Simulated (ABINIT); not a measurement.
# HgTe in ABINIT: work function with PBE

Aim: the work function of HgTe with PBE.

All numbers are computed with ABINIT 10.8.3 (patched build); they aren't measurements. Logs are shortened: lines on timing, memory, paths and dates and some standing lists are left out, and cuts for length are marked. The log counts tension as positive stress, the text compression.

## (1) The slab as given

The cell holds a slab with vacuum, 6 atoms: a = 4.559 Å, b = 4.559 Å, c = 23.375 Å, α = 90.00°, β = 90.00°, γ = 120.00°.

## (2) Work function, PBE

Input file run.abi:

```
# Pseudopotentials
pp_dirpath "./"
pseudos "Te.GGA_PBE-JTH.xml, Hg.GGA_PBE-JTH.xml"

# Structure
acell 3*1.0 Angstrom
rprim
     4.5587174183     0.0000000000     0.0000000000
    -2.2793587092     3.9479650929     0.0000000000
     0.0000000000     0.0000000000    23.3748986673
ntypat 2
znucl 52 80
natom 6
typat 1 2 1 2 1 2
xred
     0.0000000000     0.0000000000     0.3208570059
     0.3333333333     0.6666666667     0.3606665602
     0.3333333333     0.6666666667     0.4800952229
     0.6666666667     0.3333333333     0.5199047771
     0.6666666667     0.3333333333     0.6393334398
     0.0000000000     0.0000000000     0.6791429941
chkprim 0
chksymtnons 0
tolsym 1.0e-6

# Plane-wave basis
ecut 19.0
pawecutdg 38.0
pawxcdev 0

# k points
kptopt 1
ngkpt 7 7 1
nshiftk 1
shiftk 0.0 0.0 0.0

# Exchange and correlation
ixc 11

# Bands and occupations
nband 33
occopt 3
tsmear 0.05 eV

# SCF cycle
nstep 120
tolvrs 1.0e-9

# Output
iomode 3
prtwf 0
prteig 0
prtebands 0
prtden 1
prtvha 1
prtvclmb 1
prtpot 1
```

Potentials or basis: JTH PAW PBE v2.0.

Started as:

```sh
mpirun --bind-to none -np 4 abinit run.abi > log 2>&1
```

run.abo:

```text
.Version 10.8.3 of ABINIT
 Symmetries : space group P3 m 1 (#156); Bravais hP (primitive hexag.)
================================================================================
 Values of the parameters that define the memory need of the present run
     intxc =       0    ionmov =       0      iscf =      17    lmnmax =      18
     lnmax =       6     mgfft =     180  mpssoang =       3    mqgrid =   12258
     natom =       6  nloc_mem =       2    nspden =       1   nspinor =       1
    nsppol =       1      nsym =       6    n1xccc =       1    ntypat =       2
    occopt =       3   xclevel =       2
       mpw =       11291          nfft =      233280          nkpt =           8
Pmy_natom=         2
 PAW method is used; the additional fine FFT grid is defined by:
   mgfftf=       250    nfftf =    576000
================================================================================
================================================================================

--------------------------------------------------------------------------------
------------- Echo of variables that govern the present computation ------------
--------------------------------------------------------------------------------
 -outvars: echo values of preprocessed input variables --------
            acell      1.8897261259E+00  1.8897261259E+00  1.8897261259E+00 Bohr
              amu      1.27600000E+02  2.00590000E+02
          chkprim           0
      chksymtnons           0
             ecut      1.90000000E+01 Hartree
              ixc          11
         kptrlatt        7    0    0      0    7    0      0    0    1
          kptrlen      6.03030918E+01
            natom           6
            nband          33
            ngfft          36      36     180
          ngfftdg          48      48     250
             nkpt           8
            nstep         120
             nsym           6
           ntypat           2
           occopt           3
        pawecutdg      3.80000000E+01 Hartree
         pawxcdev           0
        prtebands           0
           prteig           0
           prtpot           1
         prtvclmb           1
           prtvha           1
            prtwf           0
            rprim      4.5587174183E+00  0.0000000000E+00  0.0000000000E+00
                      -2.2793587092E+00  3.9479650929E+00  0.0000000000E+00
                       0.0000000000E+00  0.0000000000E+00  2.3374898667E+01
          spgroup         156
           tolsym      1.00000000E-06
           tolvrs      1.00000000E-09
           tsmear      1.83746611E-03 Hartree
            typat      1  2  1  2  1  2
           useylm           1
           xangst      0.0000000000E+00  0.0000000000E+00  7.4999999996E+00
                      -3.3333264554E-11  2.6319767286E+00  8.4305442974E+00
                      -3.3333264554E-11  2.6319767286E+00  1.1222177186E+01
                       2.2793587091E+00  1.3159883643E+00  1.2152721481E+01
                       2.2793587091E+00  1.3159883643E+00  1.4944354370E+01
                       0.0000000000E+00  0.0000000000E+00  1.5874898668E+01
            xcart      0.0000000000E+00  0.0000000000E+00  1.4172945944E+01
                      -6.2990740889E-11  4.9737151868E+00  1.5931419814E+01
                      -6.2990740889E-11  4.9737151868E+00  2.1206841418E+01
                       4.3073637030E+00  2.4868575934E+00  2.2965315284E+01
                       4.3073637030E+00  2.4868575934E+00  2.8240736888E+01
                       0.0000000000E+00  0.0000000000E+00  2.9999210758E+01
             xred      0.0000000000E+00  0.0000000000E+00  3.2085700590E-01
                       3.3333333333E-01  6.6666666667E-01  3.6066656020E-01
                       3.3333333333E-01  6.6666666667E-01  4.8009522290E-01
                       6.6666666667E-01  3.3333333333E-01  5.1990477710E-01
                       6.6666666667E-01  3.3333333333E-01  6.3933343980E-01
                       0.0000000000E+00  0.0000000000E+00  6.7914299410E-01
            znucl       52.00000   80.00000

================================================================================

 chkinp: Checking input parameters for consistency.

================================================================================
== DATASET  1 ==================================================================

--- !DatasetInfo
iteration_state: {dtset: 1, }
dimensions: {natom: 6, nkpt: 8, mband: 33, nsppol: 1, nspinor: 1, nspden: 1, mpw: 11291, }
cutoff_energies: {ecut:  19.0, pawecutdg:  38.0, }
electrons: {nelect:   5.40000000E+01, charge:   0.00000000E+00, occopt:   3.00000000E+00, tsmear:   1.83746611E-03, }
meta: {optdriver: 0, ionmov: 0, optcell: 0, iscf: 17, paral_kgb: 0, }
...

[... 173 lines left out ...]
       0.666666666667      0.333333333333      0.639333439800
       0.000000000000      0.000000000000      0.679142994100
 rms dE/dt=  2.5616E-01; max dE/dt=  4.5313E-01; dE/dt below (all hartree)
    1       0.000000000000      0.000000000000      0.224540497497
    2       0.000000000000      0.000000000000      0.453133334156
    3       0.000000000000      0.000000000000     -0.404356175664
    4       0.000000000000      0.000000000000      0.384332762597
    5       0.000000000000      0.000000000000     -0.775037701295
    6       0.000000000000      0.000000000000      0.116244015483

 cartesian coordinates (angstrom) at end:
    1      0.00000000000000     0.00000000000000     7.49999999960578
    2     -0.00000000003333     2.63197672860000     8.43054429735865
    3     -0.00000000003333     2.63197672860000    11.22217718594231
    4      2.27935870913333     1.31598836430000    12.15272148135769
    5      2.27935870913333     1.31598836430000    14.94435436994134
    6      0.00000000000000     0.00000000000000    15.87489866769422

 cartesian forces (hartree/bohr) at end:
    1     -0.00000000000000    -0.00000000000000    -0.00508761760379
    2     -0.00000000000000    -0.00000000000000    -0.01026266119972
    3     -0.00000000000000    -0.00000000000000     0.00914978260746
    4     -0.00000000000000    -0.00000000000000    -0.00870510601799
    5     -0.00000000000000    -0.00000000000000     0.01754152875043
    6     -0.00000000000000    -0.00000000000000    -0.00263592653639
 frms,max,avg= 5.7992183E-03 1.7541529E-02   0.000E+00  0.000E+00  4.314E-06 h/b

 cartesian forces (eV/Angstrom) at end:
    1     -0.00000000000000    -0.00000000000000    -0.26161581589328
    2     -0.00000000000000    -0.00000000000000    -0.52772725705631
    3     -0.00000000000000    -0.00000000000000     0.47050073895359
    4     -0.00000000000000    -0.00000000000000    -0.44763454934906
    5     -0.00000000000000    -0.00000000000000     0.90202167565398
    6     -0.00000000000000    -0.00000000000000    -0.13554479230892
 frms,max,avg= 2.9820780E-01 9.0202168E-01   0.000E+00  0.000E+00  2.218E-04 e/A
 length scales=  1.889726125908  1.889726125908  1.889726125908 bohr
              =  1.000000000000  1.000000000000  1.000000000000 angstroms
 Fermi (or HOMO) energy (hartree) =  -0.12971   Average Vxc (hartree)=  -0.17064
 Eigenvalues (hartree) for nkpt=   8  k points:
 kpt#   1, nband= 33, wtk=  0.02041, kpt=  0.0000  0.0000  0.0000 (reduced coord)
  -0.59361   -0.57073   -0.53067   -0.42405   -0.42405   -0.41696   -0.41202   -0.41202
  -0.40476   -0.40476   -0.40009   -0.39604   -0.39604   -0.38375   -0.38375   -0.37675
  -0.36823   -0.36823   -0.31756   -0.25794   -0.19568   -0.18187   -0.18187   -0.15735
  -0.15735   -0.13155   -0.12276   -0.12276   -0.11537   -0.09075   -0.05704    0.01700
   0.02134
      occupation numbers for kpt#   1
   2.00000    2.00000    2.00000    2.00000    2.00000    2.00000    2.00000    2.00000
   2.00000    2.00000    2.00000    2.00000    2.00000    2.00000    2.00000    2.00000
   2.00000    2.00000    2.00000    2.00000    2.00000    2.00000    2.00000    2.00000
   2.00000    1.46446    0.04466    0.04466    0.00082    0.00000    0.00000    0.00000
   0.00000
 prteigrs : prtvol=0 or 1, do not print more k-points.

--- !EnergyTerms
iteration_state     : {dtset: 1, }
comment             : Components of total free energy in Hartree
kinetic             :  3.84042671332893E+01
hartree             :  3.37289041413162E+02
xc                  : -2.18862880561727E+01
Ewald energy        :  1.94235314741018E+02
psp_core            :  8.72701061250332E+00
local_psp           : -7.05065988238261E+02
PAW spherical_terms : -3.32198610850837E+00
internal            : -1.51618628502970E+02
'-kT*entropy'       : -7.49048655433807E-04
total_energy        : -1.51619377551626E+02
total_energy_eV     : -4.12577344493251E+03
...

--- !EnergyTermsDC
iteration_state     : {dtset: 1, }
comment             : '"Double-counting" decomposition of free energy'
band_energy         : -1.93433504561359E+01
Ewald energy        :  1.94235314741018E+02
psp_core            :  8.72701061250332E+00
xc_dc               : -3.38377023673463E+02
PAW spherical_terms :  3.13943717071603E+00
internal            : -1.51618611605362E+02
'-kT*entropy'       : -7.49048655433807E-04
total_energy_dc     : -1.51619360654017E+02
total_energy_dc_eV  : -4.12577298512516E+03
...

--- !EnergyTermsWithPAWCore
iteration_state     : {dtset: 1, }
comment             : 'Components of total free energy, including PAW core contributions'
Total energy        : -7.92519406459438E+04
Total energy DC     : -7.92519406290462E+04
Total energy (eV)   : -2.15655516766034E+06
Total energy DC (eV): -2.15655516720053E+06
...

 Cartesian components of stress tensor (hartree/bohr^3)
  sigma(1 1)= -5.42251285E-05  sigma(3 2)=  0.00000000E+00
  sigma(2 2)= -5.42251284E-05  sigma(3 1)=  0.00000000E+00
  sigma(3 3)= -6.12843257E-05  sigma(2 1)=  3.82447303E-14

-Cartesian components of stress tensor (GPa)         [Pressure=  1.6646E+00 GPa]
- sigma(1 1)= -1.59535836E+00  sigma(3 2)=  0.00000000E+00
- sigma(2 2)= -1.59535836E+00  sigma(3 1)=  0.00000000E+00
- sigma(3 3)= -1.80304711E+00  sigma(2 1)=  1.12519881E-09

== END DATASET(S) ==============================================================
================================================================================

 -outvars: echo values of variables after computation  --------
            acell      1.8897261259E+00  1.8897261259E+00  1.8897261259E+00 Bohr
           etotal     -1.5161936065E+02
            fcart     -0.0000000000E+00 -0.0000000000E+00 -5.0876176038E-03
                      -0.0000000000E+00 -0.0000000000E+00 -1.0262661200E-02
                      -0.0000000000E+00 -0.0000000000E+00  9.1497826075E-03
                      -0.0000000000E+00 -0.0000000000E+00 -8.7051060180E-03
                      -0.0000000000E+00 -0.0000000000E+00  1.7541528750E-02
                      -0.0000000000E+00 -0.0000000000E+00 -2.6359265364E-03
            rprim      4.5587174183E+00  0.0000000000E+00  0.0000000000E+00
                      -2.2793587092E+00  3.9479650929E+00  0.0000000000E+00
                       0.0000000000E+00  0.0000000000E+00  2.3374898667E+01
           strten     -5.4225128458E-05 -5.4225128424E-05 -6.1284325663E-05
                       0.0000000000E+00  0.0000000000E+00  3.8244730342E-14
           xangst      0.0000000000E+00  0.0000000000E+00  7.4999999996E+00
                      -3.3333264554E-11  2.6319767286E+00  8.4305442974E+00
                      -3.3333264554E-11  2.6319767286E+00  1.1222177186E+01
                       2.2793587091E+00  1.3159883643E+00  1.2152721481E+01
                       2.2793587091E+00  1.3159883643E+00  1.4944354370E+01
                       0.0000000000E+00  0.0000000000E+00  1.5874898668E+01
             xred      0.0000000000E+00  0.0000000000E+00  3.2085700590E-01
                       3.3333333333E-01  6.6666666667E-01  3.6066656020E-01
                       3.3333333333E-01  6.6666666667E-01  4.8009522290E-01
                       6.6666666667E-01  3.3333333333E-01  5.1990477710E-01
                       6.6666666667E-01  3.3333333333E-01  6.3933343980E-01
                       0.0000000000E+00  0.0000000000E+00  6.7914299410E-01
 Calculation completed.
```

Wall time 2.5 min (4 MPI ranks of Arm Neoverse V2, shared host); peak memory 1.1 GiB.

What came out:

| Property | Result |
| --- | --- |
| Free energy | -4125.7730 eV |
| Largest force | 0.902 eV/Å |
| Band gap on the k mesh | none (metal or under the smearing width) |
| Valence electrons inside the program's atomic spheres | Te 3.11, 3.12; Hg 9.99, 9.97 |
| Work function | 4.44 eV |

Forces in eV/Å, atoms in the order of the input:
```
Te   0.000  0.000 -0.262
Hg   0.000  0.000 -0.528
Te   0.000  0.000  0.471
Hg   0.000  0.000 -0.448
Te   0.000  0.000  0.902
Hg   0.000  0.000 -0.136
```

Caveat: the slab has no dipole correction, so unlike faces share one vacuum level.
